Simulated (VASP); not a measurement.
Crystal: BN, a slab with vacuum.

```xyz
4
Lattice="2.5076 0.0000 0.0000 -1.2538 2.1717 0.0000 0.0000 0.0000 21.3178" Properties=species:S:1:pos:R:3 pbc="T T T"
B     1.2538    0.7239    8.9846
B     0.0000    1.4478   12.3333
N     0.0000    1.4478    8.9833
N     1.2538    0.7239   12.3346
```

Program: VASP 6.6.1. Alike in all runs: task band structure; no spin polarisation; cell as given; k mesh 15 × 15 × 1; cutoff (eV) 520; smearing gaussian 0.03 eV.

**Question.** Order these runs on this cell by their band gap on the k mesh, lowest first.
A. level PBE+D3(BJ); potentials or basis VASP PAW PBE potentials, release 64 (B, N); further INCAR settings ALGO = Fast; EDIFF = 1e-07; NBANDS = 16
B. level LDA; potentials or basis VASP PAW LDA potentials, release 64 (B, N); further INCAR settings ALGO = Fast; EDIFF = 1e-07; NBANDS = 16
C. level r2SCAN; potentials or basis VASP PAW PBE potentials, release 64 (B, N); further INCAR settings ALGO = All; EDIFF = 1e-07; NBANDS = 16

**Answer.** B (4.36 eV), A (4.53 eV), C (5.16 eV).

A k mesh can miss the band edges.

Not every run made on this cell is shown here.
